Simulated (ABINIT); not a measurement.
The system is LiF (Griceite).

```
CELL_PARAMETERS angstrom
0.00000 2.01400 2.01400
2.01400 0.00000 2.01400
2.01400 2.01400 0.00000
ATOMIC_POSITIONS crystal
F 0.50000 0.50000 0.50000
Li 0.00000 0.00000 0.00000
```

Program: ABINIT 10.8.3 (patched build). Alike in all runs: task band structure; no spin polarisation; cell as given; k mesh 11 × 11 × 11; smearing fermi-dirac 0.05 eV.

**Question.** Order these runs on this cell by their pressure, lowest first.
A. level LDA; potentials or basis JTH PAW LDA v2.0; cutoff (eV) 626; fine-grid cutoff 1224.51 eV
B. level r2SCAN; potentials or basis JTH PAW PBE v2.0; cutoff (eV) 762; fine-grid cutoff 1360.57 eV
C. level PBE; potentials or basis JTH PAW PBE v2.0; cutoff (eV) 626; fine-grid cutoff 1224.51 eV

**Answer.** A (-6.5 GPa), B (-2.8 GPa), C (1.8 GPa).

Caveats: the PAW data sets were made with another functional, which shifts forces and pressure a little (some runs).
